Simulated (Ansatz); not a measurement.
# C: energy above lowest point as volume scale varies

Results calculated with Ansatz 0.2.0, not measured. Free energy against uniform scaling of the volume at fixed shape and fractions; periodic cell, basis, potentials, k mesh and filling as listed.

The cell before it is scaled or strained (space group Fmmm, No. 69):
```
CELL_PARAMETERS angstrom
0.00000 2.12700 3.34800
1.22800 0.00000 3.34800
1.22800 2.12700 0.00000
ATOMIC_POSITIONS crystal
C 0.16667 0.83333 0.16667
C 0.83333 0.16667 0.83333
```

Settings of every row: functional PBEsol; dispersion none; potentials all-electron LAPW; k mesh 14x14x14; k shift 0x0x0; occupations cold; smearing width 0.15 eV; spin none.

Limits: a layered crystal: even scaling strains the bonds within the layers, so this curve is stiffer than the crystal under pressure; coarse k mesh, up to 40 meV an atom off.

| row | volume scale | V (Å³/atom) | energy above lowest point (meV/atom) |
| --- | --- | --- | --- |
| 1 | 0.94 | 8.22 | 35.5 |
| 2 | 0.96 | 8.395 | 16.4 |
| 3 | 0.98 | 8.57 | 4.7 |
| 4 | 1 | 8.745 | 0 |
| 5 | 1.02 | 8.92 | 1.5 |
| 6 | 1.04 | 9.095 | 8.7 |
| 7 | 1.06 | 9.27 | ? |

Question: what energy above lowest point should row 7 give?

Worked fit of energy above lowest point. Take u = (V_r/V)^(2/3) − 1 with V_r = 8.6575 Å³ an atom, which is twice the finite (Eulerian) strain; such expansions in the strain, on which the Birch-Murnaghan equation of state is built, carry the rest volume and the bulk modulus. The shown rows have u = 0.03518, 0.02074, 0.0068, -0.00668, -0.01972, -0.03233. Least squares give energy above lowest point = 1.55 + 347.8 × u + 17576 × u² meV/atom; a straight line predicts inner rows, each left out in turn, worse (root mean square 7.7 against 0.064 meV/atom). The rows lie off it by 0.0, 0.1, 0.0, 0.0, 0.0, 0.0. Its lowest point lies at u = -0.0099, or V = 8.788 Å³ an atom, and the curvature there gives the bulk modulus at fixed shape and fractions, B = (4/9)(1 + u)² E″(u)/V = 279 GPa. Letting shape and atoms relax would as a rule lower it, by much in layered, chain or molecular crystals. The withheld row has u = -0.04455, so the fit gives 1.55 + 347.8 × (-0.04455) + 17576 × (-0.04455)² = 20.9 meV/atom.

The calculation gave 21.2 meV/atom. The fit lies 0.3 meV/atom (1.4 % of the value, 0.85 % of the column's range) below it; its largest miss of a shown row is 0.1 meV/atom. This row lies beyond the range of the fit.
